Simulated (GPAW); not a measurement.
Crystal: HfB2.

```
Hf B
1.0
     3.14000    0.00000    0.00000
    -1.57000    2.71932    0.00000
     0.00000    0.00000    3.48000
Hf B
1 2
Direct
  0.00000 0.00000 0.00000
  0.66667 0.33333 0.50000
  0.33333 0.66667 0.50000
```

| Quantity | Value |
| --- | --- |
| Program | GPAW 26.7.0 |
| Task | single point |
| Functional | PBEsol |
| Potentials or basis | PAW data sets generated in the run's folder for this functional |
| Cutoff | 800 eV |
| Basis | pw |
| k mesh | 10 × 10 × 8 |
| Occupations | fermi-dirac, width 0.05 eV |
| Spin | no spin polarisation |

On this cell: pressure -3.5 GPa; largest force under 0.003 eV/Å; band gap on the k mesh none (metal or under the smearing width).

The same run follows on a disturbed copy (atoms moved at random, drawn with an rms of 0.05 Å):

```
CELL_PARAMETERS angstrom
3.14000 0.00000 0.00000
-1.57000 2.71932 0.00000
0.00000 0.00000 3.48000
ATOMIC_POSITIONS crystal
Hf 0.00407 0.99622 0.99703
B 0.67352 0.34355 0.49131
B 0.31739 0.67513 0.48455
```

Problem. What changes?

Solution. The energy (extrapolated to zero smearing) moves by +22.1 meV/atom; pressure -2.6 GPa; largest force 1.334 eV/Å; band gap on the k mesh none (metal or under the smearing width).

Forces on the atoms (eV/Å):
```
Hf  -0.681  0.526 -0.490
B   -0.590 -0.400  0.105
B    1.271 -0.125  0.386
```

Stress tensor (GPa, compression positive):
```
-2.21 -0.33  0.49
-0.33 -2.69 -0.33
 0.49 -0.33 -3.01
```
